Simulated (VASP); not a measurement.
# GaSb in VASP: how settings move the PBEsol single point

Aim: see what changed inputs do to the PBEsol single point of GaSb in the rocksalt structure. This is a trial cell built on a prototype, not taken from a measured structure, and it needn't be the compound's ground state.

Code: VASP 6.6.1. PAW datasets, plane waves. Note: simulated data, non-magnetic, for a generated structure that need not be the stable one.

### Step 1. Starting point

The cell comes from an earlier relaxation with r2SCAN in another program.

Space group Fm-3m (No. 225), cubic; a = 5.746 Å in the conventional setting, 23.72 Å³ an atom. Around Ga lie 6 Sb at 2.87 Å; around Sb lie 6 Ga at 2.87 Å.

The structure in full:

```
CELL_PARAMETERS angstrom
0.00000 2.87312 2.87312
2.87312 0.00000 2.87312
2.87312 2.87312 0.00000
ATOMIC_POSITIONS crystal
Ga 0.00000 0.00000 0.00000
Sb 0.50000 0.50000 0.50000
```

### Step 2. Reference

INCAR reads:

```
ENCUT = 520.000000
SIGMA = 0.020000
EDIFF = 1.00e-07
GGA = PS
PREC = Accurate
IBRION = -1
ISIF = 2
ISMEAR = -1
NBANDS = 16
NELM = 120
NSW = 0
LASPH = .TRUE.
LCHARG = .TRUE.
LELF = .TRUE.
LWAVE = .FALSE.
LREAL = .FALSE.
```

KPOINTS reads:

```
KPOINTS created by Atomic Simulation Environment
0
Gamma
8 8 8
0 0 0
```

POSCAR reads:

```
Ga Sb
 1.0000000000000000
     0.0000000000000000    2.8731179418333888    2.8731179418333888
     2.8731179418333888   -0.0000000000000000    2.8731179418333888
     2.8731179418333888    2.8731179418333888   -0.0000000000000000
 Ga  Sb
   1   1
Cartesian
 -0.0000000000000000 -0.0000000000000000 -0.0000000000000000
  2.8731179418333888  2.8731179418333888  2.8731179418333888
```

A file KPOINTS_OPT adds named points for the levels; it doesn't enter the self-consistent loop.

Potentials: the recommended PBE PAW datasets, 18 valence electrons.

Launch:

```
$ mpirun -np 1 vasp_std
```

### Step 3. Variant 1

Edit INCAR of step 2 so:

```diff
@@ -12,5 +12,5 @@
 LASPH = .TRUE.
-LCHARG = .TRUE.
-LELF = .TRUE.
+LCHARG = .FALSE.
 LWAVE = .FALSE.
 LREAL = .FALSE.
+BMIX = 2.0
```

KPOINTS reads:

```
KPOINTS created by Atomic Simulation Environment
0
Gamma
10 10 10
0 0 0
```

POSCAR is that of step 2.

**Question.** What will these runs give? Wanted: for each run, changed; ending; energy change; pressure; electronic steps; usable.

**Answer**, as computed:

| run | changed | ending | energy change (meV/atom) | pressure (GPa) | gap on the mesh (eV; negative: overlap) | electronic steps | time | usable |
| --- | --- | --- | --- | --- | --- | --- | --- | --- |
| ref. | – | converged | 0 | -1.4 | -3.25 | 11 | 20 s | yes |
| 1 | BMIX = 2, mesh 10×10×10 | converged | 19.2 | -1.5 | -3.21 | 13 | 22 s | yes |

The altered input gave usable results. «BMIX = 2, mesh 10×10×10» moves the energy by 19.2 meV/atom.
